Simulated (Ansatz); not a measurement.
**ZrSe2 (P-3m1): how far a G0W0 gap depends on its settings**

How well converged is a G0W0 gap of ZrSe2 built on the CdI2 prototype?

The runs shown are made with Ansatz 0.2.0. G0W0, plane waves. Calculated at 0 K for a non-magnetic cell.

## (1) Starting point

The cell was relaxed beforehand with r2SCAN+rVV10.

It is trigonal, P-3m1 (No. 164); conventional cell a = 3.788 Å, c = 6.180 Å, 25.60 Å³ an atom. Around Zr lie 6 Se at 2.69 Å; around Se lie 3 Zr at 2.69 Å.

As a file:

```
Zr Se
1.0
     3.78811    0.00000    0.00000
    -1.89406    3.28060    0.00000
     0.00000    0.00000    6.18006
Zr Se
1 2
Cartesian
  0.0000 0.0000 0.0000
  0.0000 2.1871 1.5686
  1.8941 1.0935 4.6115
```

## (2) 124 empty bands, 80 eV

Input file input.yaml:

```yaml
crystal:
  lattice:
    - [3.7881123534, 0.0, 0.0]
    - [-1.8940561767, 3.2806015304, 0.0]
    - [0.0, 0.0, 6.1800629117]
  atoms:
    - { symbol: Zr, position: [0.0, 0.0, 0.0] }
    - { symbol: Se, position: [0.3333333333, 0.6666666667, 0.2538098059] }
    - { symbol: Se, position: [0.6666666667, 0.3333333333, 0.7461901941] }
kpoints:
  mp_grid: { grid: [6, 6, 2] }
hamiltonian:
  xc: pbe
scf:
  occupations: { method: fixed }
gw:
  n_empty_bands: 124
  ecut_chi: 80
  qp_bands: [v2, c2]
  qp_kpoints: band_edges
  screening: { model: contour_deformation }
```

Launch:

```bash
ansatz run input.yaml --threads 2 --pin off --max-ram 3686MiB --backend cpu --events-out ev --progress --plain --runs-dir out
```

Log (excerpt; [...] marks lines left out):

```text
Warning: RAYON_NUM_THREADS=2 ignored (pool sized by the plan → 2); use --threads N
[...]
Pseudopotentials: kind: paw
Pseudopotential: Zr, paw, valence charge 12, recommended cutoff 420 eV (normal), Zr.paw.azcp
Pseudopotential: Se, paw, valence charge 16, recommended cutoff 420 eV (normal), Se.paw.azcp
Functional definition: PBE
[...]
Crystal: 3 atoms, lattice volume = 76.801 Å³
Basis set: ecut = 420 eV, 1521 PW (Γ)
Bands: 27, of which v1, the nominal top of the filled ones, is band 22 counted from 1 (21 counted from 0)
Symmetry: 12 space group operations
Space group: P-3m1 (ITA 164), of the structure as read, at distance tolerance 4.3e-5 Å
k-points: 14 of 72
[...]
SCF iter   1: F=—  HF=-15126.017414 eV  |F-HF|=—  |Δ(HF+E_count)|=         —  Δρ=1.45e-3  dr2=2.14e-3  ethr=1.77e-3  ⟨swp⟩=4.0  Hψ=1356  notcnv=0  defer=23
[...]
SCF iter   6: F=-15126.017142 eV  HF=-15126.017142 eV  |F-HF|=3.25e-8  |Δ(HF+E_count)|=   4.14e-7  Δρ=6.48e-6  dr2=3.24e-8  ethr=2.27e-10  ⟨swp⟩=8.0  Hψ=1378  notcnv=0
[...]
NSCF: frozen V_eff on 14 k-points
G₀W₀ screening: q 1/14
G₀W₀ screening: q 2/14 (q-point 11)
G₀W₀ screening: q 3/14 (q-point 12)
G₀W₀ screening: q 4/14 (q-point 3)
G₀W₀ screening: q 5/14 (q-point 4)
G₀W₀ screening: q 6/14 (q-point 5)
G₀W₀ screening: q 7/14 (q-point 6)
G₀W₀ screening: q 8/14 (q-point 9)
G₀W₀ screening: q 9/14 (q-point 10)
G₀W₀ screening: q 10/14 (q-point 7)
G₀W₀ screening: q 11/14 (q-point 8)
G₀W₀ screening: q 12/14 (q-point 13)
[...]
     5    22      7.7287   -17.1840     1.8173   -15.0852  0.7265     7.4443     7.4471  root
     5    23      9.3863   -10.0006    -4.2847   -14.6803  0.7311     9.7863     9.7813  root
     5    24     11.2278   -10.9429    -5.7011   -17.1914  0.6830    11.7902    11.7752  root
     6    21      6.6438   -16.7981     2.6480   -13.7842  0.6878     6.2743     6.2779  root
     6    22      7.4744   -17.2603     2.1562   -14.7593  0.7209     7.1248     7.1296  root
     6    23      9.3377   -10.4120    -4.0887   -14.8898  0.7306     9.7316     9.7267  root
     6    24     11.3530   -10.9891    -6.0725   -17.6756  0.6812    11.9879    11.9670  root
     7    21      7.8158   -17.5081     2.0220   -15.1640  0.7293     7.4903     7.4938  root
     7    22      7.8493   -17.4545     2.0827   -15.0604  0.7223     7.5343     7.5378  root
     7    23      9.1330    -9.8913    -4.1858   -14.4660  0.7332     9.5264     9.5219  root
     7    24     11.3484   -11.0229    -6.0321   -17.6715  0.6827    11.9859    11.9650  root
     9    21      6.9773   -16.6530     1.8589   -14.5644  0.7075     6.7457     6.7476  root
     9    22      7.7984   -17.2358     2.1769   -14.7400  0.7191     7.4754     7.4796  root
     9    23     10.2668   -10.3882    -5.0572   -15.9294  0.7065    10.7610    10.7507  root
     9    24     10.4521   -10.5634    -4.5059   -15.4711  0.7156    10.8603    10.8539  root
    13    21      6.8035   -17.8667     2.3815   -15.2897  0.6980     6.6062     6.6080  root
    13    22      6.8035   -17.8667     2.3815   -15.2897  0.6980     6.6062     6.6080  root
    13    23     10.6131   -10.1054    -5.5344   -16.1629  0.7026    11.1495    11.1363  root
    13    24     10.9823   -10.1244    -5.3946   -15.9984  0.6955    11.4723    11.4616  root
```

It took 51 s on 2 threads of Arm Neoverse V1, shared host; peak memory 0.41 GiB.

With 124 empty bands and 80 eV for the screening, the 6×6×2 mesh shows 0.29 eV for PBE and 0.93 eV for the quasiparticles (+0.64 eV). The renormalisation factors Z of the two edge bands lie between 0.70 and 0.74.

## (3) 288 empty bands, 140 eV

input.yaml: that of step 2 with these lines changed.

```diff
@@ -16,4 +16,4 @@
 gw:
-  n_empty_bands: 124
-  ecut_chi: 80
+  n_empty_bands: 288
+  ecut_chi: 140
   qp_bands: [v2, c2]
```

Launch:

```bash
ansatz run input.yaml --threads 2 --pin off --max-ram 3686MiB --backend cpu --events-out ev --progress --plain --runs-dir out
```

Log (excerpt; [...] marks lines left out):

```text
Warning: RAYON_NUM_THREADS=2 ignored (pool sized by the plan → 2); use --threads N
[...]
[... 4 set-up lines as earlier in the session ...]
[...]
Crystal: 3 atoms, lattice volume = 76.801 Å³
Basis set: ecut = 420 eV, 1521 PW (Γ)
Bands: 27, of which v1, the nominal top of the filled ones, is band 22 counted from 1 (21 counted from 0)
[... 2 set-up lines as earlier in the session ...]
k-points: 14 of 72
[...]
SCF iter   1: F=—  HF=-15126.017414 eV  |F-HF|=—  |Δ(HF+E_count)|=         —  Δρ=1.45e-3  dr2=2.14e-3  ethr=1.77e-3  ⟨swp⟩=4.0  Hψ=1356  notcnv=0  defer=23
[...]
     7    21      7.8158   -17.5081     1.7701   -15.1640  0.7275     7.2289     7.2419  root
     7    22      7.8493   -17.4545     1.8360   -15.0604  0.7205     7.2781     7.2911  root
     7    23      9.1330    -9.8913    -4.3568   -14.4660  0.7312     9.3522     9.3509  root
     7    24     11.3484   -11.0229    -6.2368   -17.6715  0.6774    11.7689    11.7601  root
     9    21      6.9773   -16.6530     1.6472   -14.5644  0.7057     6.5282     6.5359  root
     9    22      7.7984   -17.2358     1.9389   -14.7400  0.7173     7.2272     7.2416  root
     9    23     10.2668   -10.3882    -5.2460   -15.9294  0.7036    10.5654    10.5619  root
     9    24     10.4521   -10.5634    -4.7136   -15.4711  0.7128    10.6476    10.6462  root
    13    21      6.8035   -17.8667     2.1493   -15.2897  0.6966     6.3674     6.3758  root
    13    22      6.8035   -17.8667     2.1493   -15.2897  0.6966     6.3674     6.3758  root
    13    23     10.6131   -10.1054    -5.7158   -16.1629  0.6999    10.9602    10.9548  root
    13    24     10.9823   -10.1244    -5.5907   -15.9984  0.6916    11.2692    11.2655  root
```

It took 3.8 min on 2 threads of Arm Neoverse V1, shared host; peak memory 0.67 GiB.

With 288 empty bands and 140 eV for the screening, the 6×6×2 mesh shows 0.29 eV for PBE and 1.03 eV for the quasiparticles (+0.74 eV). The renormalisation factors Z of the two edge bands lie between 0.70 and 0.74.

## (4) 530 empty bands, 210 eV

input.yaml: that of step 3 with these lines changed.

```diff
@@ -16,4 +16,4 @@
 gw:
-  n_empty_bands: 288
-  ecut_chi: 140
+  n_empty_bands: 530
+  ecut_chi: 210
   qp_bands: [v2, c2]
```

Launch:

```bash
ansatz run input.yaml --threads 2 --pin off --max-ram 3686MiB --backend cpu --events-out ev --progress --plain --runs-dir out
```

Log (excerpt; [...] marks lines left out):

```text
Warning: RAYON_NUM_THREADS=2 ignored (pool sized by the plan → 2); use --threads N
[...]
[... 4 set-up lines as earlier in the session ...]
[...]
Crystal: 3 atoms, lattice volume = 76.801 Å³
Basis set: ecut = 420 eV, 1521 PW (Γ)
Bands: 27, of which v1, the nominal top of the filled ones, is band 22 counted from 1 (21 counted from 0)
[... 2 set-up lines as earlier in the session ...]
k-points: 14 of 72
[...]
SCF iter   1: F=—  HF=-15126.017414 eV  |F-HF|=—  |Δ(HF+E_count)|=         —  Δρ=1.45e-3  dr2=2.14e-3  ethr=1.77e-3  ⟨swp⟩=4.0  Hψ=1356  notcnv=0  defer=23
[...]
     7    21      7.8158   -17.5081     1.6595   -15.1640  0.7273     7.1114     7.1313  root
     7    22      7.8493   -17.4545     1.7273   -15.0604  0.7203     7.1627     7.1825  root
     7    23      9.1330    -9.8913    -4.4373   -14.4660  0.7305     9.2709     9.2704  root
     7    24     11.3484   -11.0229    -6.3385   -17.6715  0.6760    11.6638    11.6585  root
     9    21      6.9773   -16.6530     1.5526   -14.5644  0.7057     6.4295     6.4413  root
     9    22      7.7984   -17.2358     1.8342   -14.7400  0.7174     7.1154     7.1369  root
     9    23     10.2668   -10.3882    -5.3371   -15.9294  0.7027    10.4725    10.4708  root
     9    24     10.4521   -10.5634    -4.8113   -15.4711  0.7119    10.5489    10.5485  root
    13    21      6.8035   -17.8667     2.0451   -15.2897  0.6954     6.2593     6.2716  root
    13    22      6.8035   -17.8667     2.0451   -15.2897  0.6954     6.2593     6.2716  root
    13    23     10.6131   -10.1054    -5.8041   -16.1629  0.6988    10.8692    10.8666  root
    13    24     10.9823   -10.1244    -5.6846   -15.9984  0.6901    11.1732    11.1716  root
```

Run time: 16 min. Hardware: 2 threads of Arm Neoverse V1, shared host; peak memory 1.3 GiB.

With 530 empty bands and 210 eV for the screening, the 6×6×2 mesh shows 0.29 eV for PBE and 1.07 eV for the quasiparticles (+0.78 eV). The renormalisation factors Z of the two edge bands lie between 0.70 and 0.74.

## (5) Starting from HSE06

input.yaml: that of step 4 with these lines changed.

```diff
@@ -12,3 +12,3 @@
 hamiltonian:
-  xc: pbe
+  xc: hse06
 scf:
@@ -16,4 +16,4 @@
 gw:
-  n_empty_bands: 530
-  ecut_chi: 210
+  n_empty_bands: 288
+  ecut_chi: 140
   qp_bands: [v2, c2]
```

Launch:

```bash
ansatz run input.yaml --threads 2 --pin off --max-ram 3686MiB --backend cpu --events-out ev --progress --plain --runs-dir out
```

Log (excerpt; [...] marks lines left out):

```text
Warning: RAYON_NUM_THREADS=2 ignored (pool sized by the plan → 2); use --threads N
[...]
[... 3 set-up lines as earlier in the session ...]
Functional definition: HSE06
[...]
davidson cushion auto → on  (no smearing: the cushion is to keep the highest requested band from converging to the state above it; pin scf.eigensolver.cushion to override)
Crystal: 3 atoms, lattice volume = 76.801 Å³
Basis set: ecut = 420 eV, 1521 PW (Γ)
Bands: 27, of which v1, the nominal top of the filled ones, is band 22 counted from 1 (21 counted from 0)
[... 2 set-up lines as earlier in the session ...]
k-points: 14 of 72
[...]
     7    21      7.2249   -17.5609     1.6171   -15.7060  0.7659     6.9860     6.9871  root
     7    22      7.2765   -17.4980     1.6670   -15.6033  0.7606     7.0478     7.0488  root
     7    23      9.3636    -9.4104    -4.2520   -13.6964  0.7695     9.3975     9.3975  root
     7    24     11.8680   -10.7149    -5.8051   -16.5258  0.7247    11.8738    11.8738  root
     9    21      6.4028   -16.7645     1.5265   -15.0664  0.7495     6.2305     6.2312  root
     9    22      7.2386   -17.2731     1.7336   -15.3111  0.7589     7.0091     7.0102  root
     9    23     10.6485    -9.9425    -5.0147   -14.9610  0.7468    10.6524    10.6524  root
     9    24     10.7669   -10.0302    -4.5592   -14.5792  0.7556    10.7566    10.7566  root
    13    21      6.1456   -17.8632     1.9356   -15.8235  0.7367     6.0412     6.0415  root
    13    22      6.1456   -17.8632     1.9356   -15.8235  0.7367     6.0412     6.0415  root
    13    23     11.0557    -9.6845    -5.4038   -15.0732  0.7417    11.0405    11.0405  root
    13    24     11.4415    -9.7141    -5.2779   -14.9535  0.7363    11.4030    11.4030  root
```

Wall time 6.1 min (2 threads of Arm Neoverse V1, shared host); peak memory 1.4 GiB.

On its 6×6×2 mesh the gap goes from 0.96 eV (HSE06) to 1.24 eV, a shift of +0.28 eV, with 288 empty bands and a screening cutoff of 140 eV. The renormalisation factors Z of the two edge bands lie between 0.74 and 0.77.

## (6) Starting from LDA

input.yaml: that of step 5 with these lines changed.

```diff
@@ -12,3 +12,3 @@
 hamiltonian:
-  xc: hse06
+  xc: lda
 scf:
```

Launch:

```bash
ansatz run input.yaml --threads 2 --pin off --max-ram 3686MiB --backend cpu --events-out ev --progress --plain --runs-dir out
```

Log (excerpt; [...] marks lines left out):

```text
Warning: RAYON_NUM_THREADS=2 ignored (pool sized by the plan → 2); use --threads N
[...]
[... 3 set-up lines as earlier in the session ...]
Functional definition: SPW92
[...]
Crystal: 3 atoms, lattice volume = 76.801 Å³
Basis set: ecut = 420 eV, 1521 PW (Γ)
Bands: 27, of which v1, the nominal top of the filled ones, is band 22 counted from 1 (21 counted from 0)
[... 2 set-up lines as earlier in the session ...]
k-points: 14 of 72
[...]
SCF iter   1: F=—  HF=-14847.947013 eV  |F-HF|=—  |Δ(HF+E_count)|=         —  Δρ=4.63e-3  dr2=6.29e-3  ethr=1.77e-3  ⟨swp⟩=4.0  Hψ=1353  notcnv=0  defer=21
[...]
     7    21      7.5471   -17.5267     1.6721   -15.4781  0.7253     7.1654     7.1706  root
     7    22      7.5804   -17.4695     1.7363   -15.3695  0.7184     7.2113     7.2167  root
     7    23      8.7756    -9.9075    -4.4236   -14.7705  0.7287     9.2212     9.2149  root
     7    24     10.9968   -10.9806    -6.3579   -17.9345  0.6742    11.6151    11.5929  root
     9    21      6.6806   -16.6169     1.5406   -14.8495  0.7026     6.4519     6.4537  root
     9    22      7.5131   -17.2345     1.8427   -15.0382  0.7149     7.1536     7.1595  root
     9    23      9.9111   -10.3931    -5.3343   -16.2273  0.7006    10.4227    10.4110  root
     9    24     10.1048   -10.5848    -4.7847   -15.7677  0.7107    10.5094    10.5029  root
    13    21      6.5284   -17.8543     2.0501   -15.5719  0.6924     6.2941     6.2960  root
    13    22      6.5284   -17.8543     2.0501   -15.5719  0.6924     6.2941     6.2960  root
    13    23     10.2529   -10.0912    -5.8125   -16.4504  0.6967    10.8149    10.7995  root
    13    24     10.6217   -10.0933    -5.6876   -16.2652  0.6886    11.1175    11.1060  root
```

Run time: 3.6 min. Hardware: 2 threads of Arm Neoverse V1, shared host; peak memory 0.68 GiB.

On its 6×6×2 mesh the gap goes from 0.21 eV (LDA) to 0.97 eV, a shift of +0.76 eV, with 288 empty bands and a screening cutoff of 140 eV. The renormalisation factors Z of the two edge bands lie between 0.69 and 0.74.

(Part 1 of 2 ends here.)
